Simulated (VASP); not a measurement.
A run of VASP 6.6.1 is set up as follows.

The input INCAR:

```
PREC = Accurate
ENCUT = 600
EDIFF = 1E-6
ISMEAR = -1
SIGMA = 0.05
LREAL = False
LASPH = True
NELM = 80
ALGO = Normal
ISIF = 3
LWAVE = False
LCHARG = False
GGA = B5
ALDAX = 1.0
AGGAX = 1.0
AGGAC = 1.0
ALDAC = 0.0
IBRION = 2
NSW = 60
EDIFFG = -0.01
```

Contents of KPOINTS:

```
Automatic mesh
0
Gamma
  11 11 11
```

File POSCAR:

```
Mg
1.0
   -1.8359916300      1.8359916300      1.6794040200
    1.8359916300     -1.8359916300      1.6794040200
    1.8359916300      1.8359916300     -1.6794040200
Mg
1
Direct
    0.0000000000      0.0000000000      0.0000000000
```

Potentials or basis: VASP PAW PBE potentials, release 64 (Mg).

The run is started by

```sh
$ cat potpaw_PBE.64/Mg/POTCAR > POTCAR
$ mpirun -np 1 vasp_std > vasp.out
```

Q: Predict the relaxed cell.

A: a = 3.149 Å, b = 3.149 Å, c = 3.149 Å, α = 105.58°, β = 105.58°, γ = 117.58°.

Q: Predict the relaxed volume.

A: 23.68 Å³/atom.

Q: What does it give for the space group after relaxing (to 0.05 Å)?

A: I4/mmm (No. 139).

Final structure:
```yaml
crystal:
  lattice:
    - [-1.90463, 1.90463, 1.63200]
    - [1.90463, -1.90463, 1.63200]
    - [1.90463, 1.90463, -1.63200]
  atoms:
    - { symbol: Mg, position: [0.00000, 0.00000, 0.00000] }
```

Caveat: the PAW data sets were made with another functional, which shifts forces and pressure a little.
